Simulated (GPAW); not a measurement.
HfO2:

```xyz
3
Lattice="0.0000 2.5575 2.5575 2.5575 0.0000 2.5575 2.5575 2.5575 0.0000" Properties=species:S:1:pos:R:3 pbc="T T T"
Hf    0.0000    0.0000    0.0000
O     3.8363    3.8363    3.8363
O     1.2788    1.2788    1.2788
```

Measurements of this composition are mostly on another form, of space group No. 14.

```yaml
Program: GPAW 26.7.0
Task: relaxation of cell and atoms
Functional: PBEsol
Potentials_or_basis: PAW data sets generated in the run's folder for this functional
Cutoff: 800 eV
Basis: pw
k_mesh: 9 × 9 × 9
Occupations: fermi-dirac, width 0.05 eV
Spin: no spin polarisation
```

At the start: pressure -10.3 GPa; volume 11.15 Å³/atom.

Problem. How do energy, volume and symmetry change on relaxing?

Solution. Over 4 steps the energy falls by 14.8 meV/atom and the volume is 10.70 Å³/atom (-4.1 %); space group Fm-3m (No. 225, to 0.05 Å).

The path:
```tsv
step	energy change (eV)	largest force (eV/Å)	pressure (GPa)	volume (Å³)
1	0.0000	0.0000	-10.35	33.46
2	-0.0192	0.0000	-7.97	33.11
3	-0.0444	0.0000	0.43	32.04
4	-0.0445	0.0000	-0.02	32.09
```

Final structure:
```yaml
crystal:
  lattice:
    - [0.00000, 2.52223, 2.52223]
    - [2.52223, 0.00000, 2.52223]
    - [2.52223, 2.52223, 0.00000]
  atoms:
    - { symbol: Hf, position: [0.00000, 0.00000, 0.00000] }
    - { symbol: O, position: [0.75000, 0.75000, 0.75000] }
    - { symbol: O, position: [0.25000, 0.25000, 0.25000] }
```

Caveat: later steps reuse the first step's grids.
